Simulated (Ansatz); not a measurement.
Reactions of `C[CH]1[NH][AlH]1`.

Isolated molecules relaxed with PBE0-D4/def2-TZVP in Ansatz; ΔE leaves out vibrations. CCSD(T)/CBS adds triple-zeta CCSD(T) − MP2 to the extrapolated MP2 energy (def2 sets, frozen cores). This one scheme is used for every species, atoms too. No spin–orbit coupling; open shells (•) take unrestricted orbitals. Spin–orbit coupling would lower the free atoms: a little for Al, C. One conformer a species, not always the lowest.

(1) Order these by ΔE at CCSD(T)/CBS, lowest first. (Best estimate.)
A. `C[CH]1[NH][AlH]1` + `CCCO` → `CCC(C)O` + `[CH2]1[NH][AlH]1`
B. `C[CH]1[NH][AlH]1` → Al• + 2 C• + 6 H• + N•
C. `C[CH]1[NH][AlH]1` + H₂ → `[CH2]1[NH][AlH]1` + CH₄
D. `C[CH]1[NH][AlH]1` + H–F → `F[CH]1[NH][AlH]1` + CH₄
E. `C[CH]1[NH][AlH]1` + `NC(N)=O` → `CNC(N)=O` + `[CH2]1[NH][AlH]1`
F. `C[CH]1[NH][AlH]1` → `[CH2]` (triplet) + `[CH2]1[NH][AlH]1`

Largest T1 diagnostic: 0.018, for Al•.

Answers

(1) C (-61.7 kJ/mol), A (-10.8 kJ/mol), D (+11.0 kJ/mol), E (+32.3 kJ/mol), F (+441.5 kJ/mol), B (+3492.1 kJ/mol).
